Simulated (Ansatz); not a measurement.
# Te: the cost of one run

Computed with Ansatz 0.2.0 (DFT LDA, scalar-relativistic, unless a step's input says otherwise).

## 1. The starting structure

Symmetry: P3_121, No. 152, trigonal system. Conventional cell: a = 4.458 Å, b = 4.458 Å, c = 5.925 Å, α = 90.00°, β = 90.00°, γ = 120.00°. Te (site symmetry 2) has 2 Te at 2.79 Å in its first shell of neighbours.

As a file:

```xyz
3
Lattice="4.4580 0.0000 0.0000 -2.2290 3.8607 0.0000 0.0000 0.0000 5.9250" Properties=species:S:1:pos:R:3 pbc="T T T"
Te    3.3212    0.0000    1.9750
Te   -1.6606    2.8763    3.9500
Te    0.5684    0.9845    0.0000
```

Atoms are numbered in the order of the input: Te1, Te2, Te3.

## 2. The deformed structure

Space group P3_121 before, P3_121 after.

## 3. All-electron LAPW

File input.yaml:

```yaml
crystal:
  lattice:
    - [4.5471594479, 0.0, 0.0]
    - [-2.273579724, 3.9379555969, 0.0]
    - [0.0, 0.0, 5.925]
  atoms:
    - { symbol: Te, position: [0.745, 0.0, 0.3333333333] }
    - { symbol: Te, position: [0.0, 0.745, 0.6666666667] }
    - { symbol: Te, position: [0.255, 0.255, 0.0] }
kpoints:
  mp_grid: { grid: [9, 9, 6] }
  band_path:
    path:
      - [0.0, 0.0, 0.0]
      - [0.5, 0.0, 0.0]
      - [0.3333333333, 0.3333333333, 0.0]
      - [0.0, 0.0, 0.0]
      - [0.0, 0.0, 0.5]
      - [0.5, 0.0, 0.5]
      - [0.3333333333, 0.3333333333, 0.5]
      - [0.0, 0.0, 0.5]
      - [0.5, 0.0, 0.5]
    npoints: 5
scf:
  occupations: { method: fermi_dirac, width: 0.08 }
hamiltonian:
  xc: lda
  pseudopotentials: { kind: all_electron, lapw: { basis_error: 0.0005 } }
output:
  forces: true
  stress: true
  eigenvalues: true
```

Launch:

```
$ ansatz run input.yaml --threads 1 --pin off --max-ram 4096MiB --backend cpu --events-out ev --progress --plain --runs-dir out
```

**Question.** How long does this run take on 1 thread of Arm Neoverse V2, shared host, and how much memory does it need?

About 1.9 min, with a peak of 0.52 GiB.
